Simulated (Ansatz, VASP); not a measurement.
# C in VASP and in Ansatz

```xyz
8
Lattice="2.4263 -2.4833 0.0000 2.4263 2.4833 0.0000 0.0000 0.0000 4.4126" Properties=species:S:1:pos:R:3 pbc="T T T"
C     4.0553    0.7077    1.8854
C     4.0553   -0.7077    4.0917
C     0.7973   -0.7077    4.0917
C     4.0553    0.7077    0.3209
C     0.7973   -0.7077    2.5272
C     0.7973    0.7077    1.8854
C     4.0553   -0.7077    2.5272
C     0.7973    0.7077    0.3209
```

Alike in both runs: functional PBE; k mesh 8 × 8 × 6; occupations gaussian, width 0.02 eV; no spin polarisation.

Ansatz relaxed the structure, and its values are those at the end. VASP's run is a single point on that final structure, the one shown.

|  | VASP | Ansatz |
| --- | --- | --- |
| version | VASP 6.6.1 | Ansatz 0.2.0 |
| potentials or method | VASP PAW PBE potentials, release 64 (C) | scalar-relativistic, plane waves, PAW |
| plane-wave cutoff (eV) | 520 | 420 |
| valence electrons in the cell | 32 | 32 |

Ansatz gave:

| Item | Value |
| --- | --- |
| gap on the k mesh at the Fermi level (eV) | 3.03 |
| least direct gap on the mesh (eV) | 3.46 |
| pressure (GPa) | 0.0 |
| rms of the force components (eV/Å) | 0.000 |

**Question.** Estimate VASP's values.

**Answer.** gap on the k mesh at the Fermi level (eV): 3.02; least direct gap on the mesh (eV): 3.44; pressure (GPa): 0.5; rms of the force components (eV/Å): 0.010.
